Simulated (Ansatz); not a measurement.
Clean, relaxed (111) surface of Pt, space group Fm-3m (No. 225) (top face towards +c; held atoms: 1, 2, 3, 4):

```yaml
crystal:
  lattice:
    - [5.55573, 0.00000, 0.00000]
    - [-2.77787, 4.81140, 0.00000]
    - [0.00000, 0.00000, 20.53624]
  atoms:
    - { symbol: Pt, position: [0.33333, 0.16667, 0.38956] }
    - { symbol: Pt, position: [0.33333, 0.66667, 0.38956] }
    - { symbol: Pt, position: [0.83333, 0.16667, 0.38956] }
    - { symbol: Pt, position: [0.83333, 0.66667, 0.38956] }
    - { symbol: Pt, position: [0.66667, 0.33333, 0.50158] }
    - { symbol: Pt, position: [0.66667, 0.83333, 0.50158] }
    - { symbol: Pt, position: [0.16667, 0.33333, 0.50158] }
    - { symbol: Pt, position: [0.16667, 0.83333, 0.50158] }
    - { symbol: Pt, position: [0.00000, 0.50000, 0.61357] }
    - { symbol: Pt, position: [0.00000, 0.00000, 0.61357] }
    - { symbol: Pt, position: [0.50000, 0.50000, 0.61357] }
    - { symbol: Pt, position: [0.50000, 0.00000, 0.61357] }
```

Method: DFT PBE+D3(BJ), scalar-relativistic, plane waves, PAW (Ansatz 0.2.0). Cutoff 420 eV; k points 4×4×1 on the computed 13-atom cell (Γ-centred); Gaussian smearing, width 0.10 eV; collinear spin from starting moments 0 0 0 0 0 0 0 0 0 0 0 0 1 μB. The cell repeats along c with a dipole correction in the vacuum.

H is put on the top face, one molecule per 26.7 Å², and relaxed from 2 starts; the cell is lengthened along c to keep the vacuum. E_ads is per molecule, from the clean relaxed slab and the free relaxed molecule; negative means bound; no zero-point or thermal terms, forces under 0.04 eV/Å, and the free molecule is spin-polarised where open-shell. Heights count from the highest slab atom. Δp counts per cell along +c.

| start | E_ads (eV) | molecule | lowest atom's height (Å) | shortest contact | Δφ top (eV) | Δp (e·Å) |
| --- | --- | --- | --- | --- | --- | --- |
| open bond down, lowest atom H over a top Pt site | -2.82 | whole | 1.55 | H–Pt 1.55 Å | -0.23 | +0.032 |
| open bond down, lowest atom H over a hollow Pt-Pt-Pt site | -2.73 | whole | 0.89 | H–Pt 1.85 Å | -0.09 | +0.014 |

Each end is the local minimum that its start leads to.